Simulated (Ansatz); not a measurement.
## TiO2 (Pbcn): the host for defect calculations

Before any defect goes in: TiO2 (Pbcn) at rest, and how it screens a charge.

Program: Ansatz 0.2.0. Level of theory: plane-wave PAW DFT, r2SCAN; relaxation of the host's cell and atoms; PAW set soft_1, in the first sound run; inputs show where later runs differ. Results are calculated unless marked as measured.

This is a report of a sequence of runs, with most program output left out.

## (1) The starting structure

It takes space group Pbcn (No. 60, orthorhombic). The conventional cell has a = 4.545 Å, b = 5.520 Å, c = 4.909 Å, α = 90.00°, β = 90.00°, γ = 90.00°. Nearest to Ti lie 6 O at 1.88 to 2.09 Å. O has 3 Ti at 1.88 to 2.09 Å nearest. Farther neighbours and most contacts between anions are not listed.

## (2) Host cell relaxation

Cell and atoms are relaxed together, until forces and stress fall under their thresholds.

Contents of cell/input.yaml:

```yaml
crystal:
  lattice:
    - [4.5453496, 0.0, 0.0]
    - [0.0, 5.5196194, 0.0]
    - [0.0, 0.0, 4.9091969]
  atoms:
    - { symbol: Ti, position: [0.5, 0.67299093, 0.75] }
    - { symbol: Ti, position: [0.0, 0.82700907, 0.25] }
    - { symbol: Ti, position: [0.5, 0.32700907, 0.25] }
    - { symbol: Ti, position: [0.0, 0.17299093, 0.75] }
    - { symbol: O, position: [0.72854938, 0.61827536, 0.08135092] }
    - { symbol: O, position: [0.22854938, 0.88172464, 0.91864908] }
    - { symbol: O, position: [0.77145062, 0.88172464, 0.58135092] }
    - { symbol: O, position: [0.27145062, 0.61827536, 0.41864908] }
    - { symbol: O, position: [0.72854938, 0.38172464, 0.58135092] }
    - { symbol: O, position: [0.22854938, 0.11827536, 0.41864908] }
    - { symbol: O, position: [0.77145062, 0.11827536, 0.08135092] }
    - { symbol: O, position: [0.27145062, 0.38172464, 0.91864908] }
basis:
  ecutwfc: 500
  xc_grid: 2
hamiltonian:
  xc: r2scan
  pseudopotentials: { kind: paw, azcp: { folder: soft_1 } }
kpoints:
  mp_grid: { grid: [6, 5, 6] }
scf:
  occupations: { method: fixed }
  max_iter: 100
relax:
  f_tol: 0.005
  max_steps: 60
  cell: {}
output:
  forces: true
  stress: true
checkpoint:
  write: "../cell.run"
  compress: false
  write_wavefunctions: false
  write_every: 100000
```

Started as:

```
$ ansatz run input.yaml --threads 10 --pin off --max-ram 37683MiB --backend cpu --events-out ev --progress --plain --runs-dir out
```

Elapsed: 18 s, on 10 threads of AMD EPYC 7R13 (Zen 3), shared host; peak memory 1.1 GiB; 2.8 min of CPU time.

Relaxation path:

```
step  energy less that of the first step (eV)  largest force component (eV/Å)  pressure (GPa)  volume (Å³)
   1                                   0.0000                          0.0982           -1.13       123.16
   2                                  -0.0029                          0.0837           -0.29       122.75
   3                                  -0.0041                          0.0605            0.17       122.54
   4                                  -0.0047                          0.0333           -0.13       122.71
   5                                  -0.0053                          0.0099            0.05       122.69
   6                                  -0.0054                          0.0009            0.00       122.69
  7*                                  -0.0050                          0.0010            0.01       122.69
```

Relaxation steps marked * repeat the geometry before them on a plane-wave basis chosen anew for their cell, so energy and pressure can jump there.

Forces are held to the 8 operations that the run works with; a distortion that breaks them can't arise in this run.

```
conventional cell, symmetrised  before  after  change
                         a (Å)   4.545  4.546  +0.0 %
                         b (Å)   5.520  5.514  -0.1 %
                         c (Å)   4.909  4.895  -0.3 %
              volume (Å³/atom)   10.26  10.22  -0.4 %
```

The atoms that moved most (Å, as changes of fractional coordinates times the final cell):

```
atom     dx      dy     dz  length
 Ti2  0.000  -0.016  0.000   0.016
 Ti1  0.000   0.016  0.000   0.016
 Ti3  0.000  -0.016  0.000   0.016
 Ti4  0.000   0.016  0.000   0.016
```

Numbers from this step:

```
pressure : 0.006394 GPa
```

The relaxation ends with a largest force component of 9.6e-4 eV/Å and a pressure of 0.01 GPa.

## (3) Dielectric tensors of the host

The response to a uniform electric field gives the electronic dielectric tensor.

This step: plane-wave PAW DFPT, PBEsol; dielectric tensors, Born charges and zone-centre modes of the host; PAW set soft_1 (Ansatz 0.2.0).

Contents of eps/input.yaml:

```yaml
crystal:
  lattice:
    - [4.5460961803, 0.0, 0.0]
    - [0.0, 5.5138360961, 0.0]
    - [0.0, 0.0, 4.8946346811]
  atoms:
    - { symbol: Ti, position: [0.5, 0.6758183551, 0.75] }
    - { symbol: Ti, position: [0.0, 0.8241816449, 0.25] }
    - { symbol: Ti, position: [0.5, 0.3241816449, 0.25] }
    - { symbol: Ti, position: [0.0, 0.1758183551, 0.75] }
    - { symbol: O, position: [0.7288708847, 0.6181611232, 0.0808332867] }
    - { symbol: O, position: [0.2288708847, 0.8818388768, 0.9191667133] }
    - { symbol: O, position: [0.7711291153, 0.8818388768, 0.5808332867] }
    - { symbol: O, position: [0.2711291153, 0.6181611232, 0.4191667133] }
    - { symbol: O, position: [0.7288708847, 0.3818388768, 0.5808332867] }
    - { symbol: O, position: [0.2288708847, 0.1181611232, 0.4191667133] }
    - { symbol: O, position: [0.7711291153, 0.1181611232, 0.0808332867] }
    - { symbol: O, position: [0.2711291153, 0.3818388768, 0.9191667133] }
basis:
  ecutwfc: 420
hamiltonian:
  xc: pbesol
  pseudopotentials: { kind: paw, azcp: { folder: soft_1 }, xc_functional: pbe }
kpoints:
  mp_grid: { grid: [5, 5, 5] }
scf:
  occupations: { method: fixed }
  max_iter: 100
phonons:
  method: dfpt
  dielectric: true
  rigid_motions: translations
```

Wall time 68 s (10 threads); peak memory 2.4 GiB; 9.4 min of CPU time.

Electronic dielectric tensor:

```
8.12 0.00 0.00
0.00 6.56 0.00
0.00 0.00 7.66
```

Static dielectric tensor:

```
96.87  0.00  0.00
 0.00 32.60  0.00
 0.00  0.00 88.33
```

The principal values of the electronic dielectric tensor are 6.56, 7.66 and 8.12. The principal values of the static dielectric tensor are 32.60, 88.33 and 96.87.

## (4) Primitive cell on a dense mesh

A dense mesh gives the host's converged energy, against which the supercell's sampling is tested.

This step: plane-wave PAW DFT, r2SCAN; single point of the host's primitive cell on a dense mesh; PAW set soft_1 (Ansatz 0.2.0).

dense/input.yaml, as its differences from eps/input.yaml of step 3:

```diff
@@ -19,14 +19,11 @@
 basis:
-  ecutwfc: 420
+  ecutwfc: 500
+  xc_grid: 2
 hamiltonian:
-  xc: pbesol
-  pseudopotentials: { kind: paw, azcp: { folder: soft_1 }, xc_functional: pbe }
+  xc: r2scan
+  pseudopotentials: { kind: paw, azcp: { folder: soft_1 } }
 kpoints:
-  mp_grid: { grid: [5, 5, 5] }
+  mp_grid: { grid: [6, 5, 6] }
 scf:
-  occupations: { method: fixed }
-  max_iter: 100
-phonons:
-  method: dfpt
-  dielectric: true
-  rigid_motions: translations
+  occupations: { method: fermi_dirac, width: 0.01 }
+  max_iter: 80
```

The job ended after 2.8 s (10 threads; peak memory 1.1 GiB; 25 s of CPU time).

## (5) Self-consistent run

This step: plane-wave PAW DFT, r2SCAN; single point of the defect-free supercell, a test of its k-points; PAW set soft_1 (Ansatz 0.2.0).

System of this step: TiO2 (Pbcn). The cell holds 96 atoms: 32 Ti and 64 O. Cell: a = 9.092 Å, b = 11.028 Å, c = 9.789 Å, α = 90.0°, β = 90.0°, γ = 90.0°.

Contents of pristine.sampling/input.yaml:

```yaml
crystal:
  lattice:
    - [9.0921923606, 0.0, 0.0]
    - [0.0, 11.0276721923, 0.0]
    - [0.0, 0.0, 9.7892693623]
  atoms:
    - { symbol: Ti, position: [0.25, 0.3379091776, 0.375] }
    - { symbol: Ti, position: [0.0, 0.4120908224, 0.125] }
    - { symbol: Ti, position: [0.25, 0.1620908224, 0.125] }
    - { symbol: Ti, position: [0.0, 0.0879091776, 0.375] }
    - { symbol: O, position: [0.3644354424, 0.3090805616, 0.0404166434] }
    - { symbol: O, position: [0.1144354424, 0.4409194384, 0.4595833566] }
    - { symbol: O, position: [0.3855645576, 0.4409194384, 0.2904166434] }
    - { symbol: O, position: [0.1355645576, 0.3090805616, 0.2095833566] }
    - { symbol: O, position: [0.3644354424, 0.1909194384, 0.2904166434] }
    - { symbol: O, position: [0.1144354424, 0.0590805616, 0.2095833566] }
    - { symbol: O, position: [0.3855645576, 0.0590805616, 0.0404166434] }
    - { symbol: O, position: [0.1355645576, 0.1909194384, 0.4595833566] }
    - { symbol: Ti, position: [0.25, 0.3379091776, 0.875] }
    - { symbol: Ti, position: [0.0, 0.4120908224, 0.625] }
    - { symbol: Ti, position: [0.25, 0.1620908224, 0.625] }
    - { symbol: Ti, position: [0.0, 0.0879091776, 0.875] }
    - { symbol: O, position: [0.3644354424, 0.3090805616, 0.5404166433] }
    - { symbol: O, position: [0.1144354424, 0.4409194384, 0.9595833566] }
    - { symbol: O, position: [0.3855645576, 0.4409194384, 0.7904166433] }
    - { symbol: O, position: [0.1355645576, 0.3090805616, 0.7095833567] }
    - { symbol: O, position: [0.3644354424, 0.1909194384, 0.7904166433] }
    - { symbol: O, position: [0.1144354424, 0.0590805616, 0.7095833567] }
    - { symbol: O, position: [0.3855645576, 0.0590805616, 0.5404166433] }
    - { symbol: O, position: [0.1355645576, 0.1909194384, 0.9595833566] }
    - { symbol: Ti, position: [0.25, 0.8379091776, 0.375] }
    - { symbol: Ti, position: [0.0, 0.9120908224, 0.125] }
    - { symbol: Ti, position: [0.25, 0.6620908224, 0.125] }
    - { symbol: Ti, position: [0.0, 0.5879091776, 0.375] }
    - { symbol: O, position: [0.3644354424, 0.8090805616, 0.0404166434] }
    - { symbol: O, position: [0.1144354424, 0.9409194384, 0.4595833566] }
[... 60 atom lines left out ...]
    - { symbol: O, position: [0.8855645576, 0.9409194384, 0.7904166433] }
    - { symbol: O, position: [0.6355645576, 0.8090805616, 0.7095833567] }
    - { symbol: O, position: [0.8644354424, 0.6909194384, 0.7904166433] }
    - { symbol: O, position: [0.6144354424, 0.5590805616, 0.7095833567] }
    - { symbol: O, position: [0.8855645576, 0.5590805616, 0.5404166433] }
    - { symbol: O, position: [0.6355645576, 0.6909194384, 0.9595833566] }
basis:
  ecutwfc: 500
  xc_grid: 2
hamiltonian:
  xc: r2scan
  pseudopotentials: { kind: paw, azcp: { folder: soft_1 } }
kpoints:
  mp_grid: { grid: [1, 1, 1], shift: [0.25, 0.25, 0.25] }
scf:
  occupations: { method: fermi_dirac, width: 0.01 }
  max_iter: 80
```

Started as:

```
$ ansatz run input.yaml --threads 10 --pin off --max-ram 37683MiB --backend cuda --events-out ev --progress --plain --runs-dir out
```

It took 2.1 s on 1 × NVIDIA H100 80GB HBM3 with 10 threads; peak memory 1.3 GiB.

Numbers from this step:

```yaml
energy_over_dense_mesh: -4.36e-6 eV/atom
```

## (6) Defect free supercell relaxed from its symmetric sites

This cell, the one that will hold the defects, is built from the relaxed host. Its coarser k-points can move the atoms a little, so it is relaxed from the symmetric sites, as the reference for the test of stability.

This step: plane-wave PAW DFT, r2SCAN; relaxation of the defect-free supercell from its symmetric sites; PAW set soft_1 (Ansatz 0.2.0).

pristine.symmetric/input.yaml, as its differences from pristine.sampling/input.yaml of step 5:

```diff
@@ -54 +54,12 @@
   max_iter: 80
+output:
+  forces: true
+relax:
+  f_tol: 0.01
+  max_steps: 60
+  escape_saddle: false
+checkpoint:
+  write: "../pristine.symmetric.run"
+  compress: false
+  write_wavefunctions: false
+  write_every: 100000
```

The job ended after 3.5 s (1 × NVIDIA H100 80GB HBM3 with 10 threads; peak memory 1.3 GiB).

Hardly anything moved in the relaxation; the energy changed by under 0.2 meV an atom.

## (7) Defect free supercell relaxed from displaced atoms

This step: plane-wave PAW DFT, r2SCAN; relaxation of the defect-free supercell from random displacements, a test of the host's stability; PAW set soft_1 (Ansatz 0.2.0).

pristine.rattled/input.yaml, as its differences from pristine.symmetric/input.yaml of step 6:

```diff
@@ -58,6 +58,6 @@
   f_tol: 0.01
-  max_steps: 60
-  escape_saddle: false
+  max_steps: 120
+  random_displacement: { amplitude: 0.08, seed: 7200 }
 checkpoint:
-  write: "../pristine.symmetric.run"
+  write: "../pristine.rattled.run"
   compress: false
```

Run time: 6 s. Hardware: 1 × NVIDIA H100 80GB HBM3 with 10 threads; peak memory 1.3 GiB.

The steps of the relaxation:

```
step  energy less that of the first step (eV)  largest force component (eV/Å)
   1                                   0.0000                          2.7849
   2                                  -3.6905                          1.0955
   3                                  -4.7575                          0.1390
   4                                  -4.7764                          0.0156
   5                                  -4.7768                          0.0057
```

The relaxation ends 50 meV an atom lower than the displaced start, with a largest force component of 0.0057 eV/Å.

## (8) Outcome

| Property | Result |
| --- | --- |
| primitive cell vectors, lengths | 4.546, 5.514, 4.895 Å |
| electronic dielectric constant | principal values (6.56, 7.66, 8.12) |
| static dielectric constant | principal values (32.60, 88.33, 96.87) |
| gap on the k-mesh of the response run (PBEsol) | 2.67 eV |
| supercell relaxed in its symmetry less the displaced and relaxed one | 0.000 eV |
| energy an atom at one point at (¼, ¼, ¼) less that on the dense mesh | 0.000 eV |

Step 7: The energy fell by 4.777 eV from the randomly displaced start; the atoms end within 0.005 Å of the sites as typed, once the mean shift is taken out. The displaced cell ends within 0.01 eV of the symmetric one relaxed in its symmetry, so no lower structure shows in this supercell. The k-mesh can miss the band edges, so this gap is an upper bound at this level. All at zero temperature.

[Logs are printed without paths, hosts, clocks, repeated set-up lines and the standing remarks that a program may print on its own settings, such as how far it seeks lower states.]

[Hosts, paths, dates, database ids (printed as entryN), source tags and the programs' standing remarks are cut or masked in the printed files.]

[Runs of the host that timed out are not shown.]

[For some hosts the program warned that the k-mesh of the response run may be too coarse for force constants and the static dielectric constant; such warnings are not always shown.]
